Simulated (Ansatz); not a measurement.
# LiS2: before and after

These are results of DFT PBE, scalar-relativistic, plane waves, PAW in Ansatz 0.2.0, not measurements. All cells share a 420 eV cutoff and Γ-centred k meshes spaced at most 0.3 Å⁻¹ (0.19 for metals, 2π included).

The start was the 2H molybdenite type (P6_3/mmc, No. 194), relaxed within its symmetry. A cell of 6 atoms (1 times the primitive one) was then disturbed at random, relaxed without symmetry and relaxed once more on a fine mesh. For metals, differences of a few meV/atom aren't resolved. No dispersion correction is applied, so the spacing between layers, chains or molecules is poorly fixed, and with it the volume and density.

Before:

Space group P6_3/mmc (No. 194). a = 2.744 Å, b = 2.744 Å, c = 16.519 Å, α = 90.00°, β = 90.00°, γ = 120.00°
```json
{"atom": "Li", "site": "2c", "symmetry": "-6m2", "x": "0.3333", "y": "0.6667", "z": "0.2500"}
{"atom": "S", "site": "4f", "symmetry": "3m.", "x": "0.3333", "y": "0.6667", "z": "0.6313"}
```

After:

```
Li S
1.0
     1.83277   -1.83284    0.00000
     1.83277    1.83284    0.00000
     0.00000    0.00000   16.16814
Li S
2 4
Direct
  0.76772 0.23228 0.25000
  0.23228 0.76772 0.75000
  0.73255 0.26745 0.63392
  0.26745 0.73255 0.13392
  0.73255 0.26745 0.86608
  0.26745 0.73255 0.36608
```

Question: Is this a distortion of the same structure or a reconstruction, and what lowers the energy?

Answer: A reconstruction, from P6_3/mmc (No. 194) to Cmcm (No. 63). Each Li has on average 4 Li contacts in place of 6, shorter on average (2.74 → 2.59 Å); each Li has on average 8 S contacts in place of 6, longer on average (2.52 → 2.62 Å); each S has on average 4 S contacts in place of 6, shorter on average (2.74 → 2.59 Å).

Question: What does it gain?

Answer: 197 meV/atom, with the volume going from 17.96 to 18.10 Å³/atom. Against the elements the energy goes from -0.06 to -0.26 eV/atom.

Cost: 4 runs of about 15 core-minutes in all, on Arm Neoverse V1 (shared hosts).